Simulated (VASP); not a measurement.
Input of a VASP 6.6.1 run:

The input INCAR:

```
ALGO = Normal
EDIFF = 1E-7
ENCUT = 520
GGA = PE
ISIF = 2
ISMEAR = -1
LASPH = True
LCHARG = False
LREAL = False
LWAVE = False
NBANDS = 16
NELM = 60
PREC = Accurate
SIGMA = 0.05
```

KPOINTS

```
k-points
0
Gamma
  10 10 10
```

File POSCAR:

```
WC
1.0
    0.0000000000      2.1926840000      2.1926840000
    2.1926840000      0.0000000000      2.1926840000
    2.1926840000      2.1926840000      0.0000000000
W C
1 1
Direct
    0.9988311900      0.9989275300      0.0242331400
    0.5011688100      0.5010724700      0.4757668600
```

Potentials or basis: VASP PAW PBE potentials, release 64 (W_sv, C).

Command:

```sh
$ cat potpaw_PBE.64/W_sv/POTCAR potpaw_PBE.64/C/POTCAR > POTCAR
$ mpirun -np 1 vasp_std > vasp.out
```

(1) Estimate the pressure.

(2) Estimate the largest force.

(3) Predict the band gap on the k mesh.

Results:

(1) 2.7 GPa.

(2) 1.022 eV/Å.

(3) none (metal or under the smearing width).

Caveat: forces of over 1 eV/Å show positions far from the minimum, so gaps and moduli don't describe the material at rest.
